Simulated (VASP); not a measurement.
Rh:

```
Rh
1.0
    -1.51385    1.51385    1.51385
     1.51385   -1.51385    1.51385
     1.51385    1.51385   -1.51385
Rh
1
Direct
  0.00000 0.00000 0.00000
```

This isn't the form of Rh at room conditions, which is fcc.

Base run:

* Program: VASP 6.6.1
* Functional: PBEsol
* Potentials or basis: VASP PAW PBE potentials, release 64 (Rh_pv)
* Cutoff: 700 eV
* k mesh: 20 × 20 × 20
* Occupations: gaussian, width 0.1 eV
* Spin: no spin polarisation

Its results: band gap on the k mesh none (metal or under the smearing width); pressure 0.2 GPa.

Task: After a change of settings the same cell gave: band gap on the k mesh none (metal or under the smearing width); pressure 5.5 GPa. Which change was it?
A. cutoff from 700 eV to 520 eV; occupations from gaussian, width 0.1 eV to gaussian, width 0.5 eV
B. functional from PBEsol to r2SCAN; cutoff from 700 eV to 520 eV
C. cutoff from 700 eV to 520 eV; k mesh from 20 × 20 × 20 to 30 × 30 × 30
D. cutoff from 700 eV to 900 eV

Result: B.

Caveats: the PAW data sets were made with another functional, which shifts forces and pressure a little.
